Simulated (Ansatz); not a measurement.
# LiCl (Fm-3m): how far a G0W0 gap depends on its settings

Aim: test how the G0W0 gap of LiCl built on the rocksalt prototype moves with the number of bands, the screening cutoff and the other choices.

The runs shown are made with Ansatz 0.2.0. G0W0, plane waves. Spin-unpolarised throughout; all numbers are computed.

3 further runs of the same task are left out: 1 for a known fault of the program, 2 that didn't finish.

**1. Starting point**

The cell was relaxed beforehand with r2SCAN.

Space group Fm-3m (No. 225), cubic; conventional cell a = 5.112 Å, 16.70 Å³ an atom. Near Li stand 6 Cl at 2.56 Å; near Cl stand 6 Li at 2.56 Å.

The structure in full:

```
CELL_PARAMETERS angstrom
0.00000 2.55604 2.55604
2.55604 0.00000 2.55604
2.55604 2.55604 0.00000
ATOMIC_POSITIONS crystal
Li 0.00000 0.00000 0.00000
Cl 0.50000 0.50000 0.50000
```

**2. From PBE, 60 empty bands, 80 eV**

input.yaml reads:

```yaml
crystal:
  lattice:
    - [0.0, 2.5560369926, 2.5560369926]
    - [2.5560369926, 0.0, 2.5560369926]
    - [2.5560369926, 2.5560369926, 0.0]
  atoms:
    - { symbol: Li, position: [0.0, 0.0, 0.0] }
    - { symbol: Cl, position: [0.5, 0.5, 0.5] }
kpoints:
  mp_grid: { grid: [4, 4, 4] }
hamiltonian:
  xc: pbe
scf:
  occupations: { method: fixed }
gw:
  n_empty_bands: 60
  ecut_chi: 80
  qp_bands: [v1, c1]
  qp_kpoints: band_edges
  screening: { model: contour_deformation }
```

Run with:

```sh
$ ansatz run input.yaml --threads 4 --pin off --max-ram 3686MiB --backend cpu --events-out ev --progress --plain --runs-dir out
```

**3. From PBE, 60 empty bands, 80 eV, plasmon_pole_fit_frequency 5**

input.yaml, as its differences from that of step 2:

```diff
@@ -19,2 +19,3 @@
   qp_kpoints: band_edges
-  screening: { model: contour_deformation }
+  screening: { model: godby_needs }
+  plasmon_pole_fit_frequency: 5
```

**4. From PBE, 60 empty bands, 80 eV, q_mesh [1, 1, 1]**

input.yaml, as its differences from that of step 3:

```diff
@@ -19,3 +19,3 @@
   qp_kpoints: band_edges
-  screening: { model: godby_needs }
-  plasmon_pole_fit_frequency: 5
+  screening: { model: contour_deformation }
+  q_mesh: [1, 1, 1]
```

What does the calculation give? Wanted: for each run, start; potentials; frequencies; empty bands; cutoff; Kohn-Sham gap; G0W0 gap.

**Answer**, as computed:

```
start  potentials   frequencies  empty bands  cutoff (eV)   mesh  Kohn-Sham gap (eV)  G0W0 gap (eV)
  PBE         PAW          full           60           80  4×4×4                6.38           8.68
  PBE         PAW  pole at 5 eV           60           80  4×4×4                6.38           8.64
  PBE         PAW          full           60           80  4×4×4                6.38           9.13
```

Gaps are those on each run's own mesh.

Over the runs in the table the G0W0 gap on the mesh spans 8.64 to 9.13 eV, and the shift from the starting levels +2.26 to +2.74 eV; where more than one setting differs between two runs, no single one explains their difference. The G0W0 figures hold for the stated bands, cutoff and mesh and aren't extrapolated.
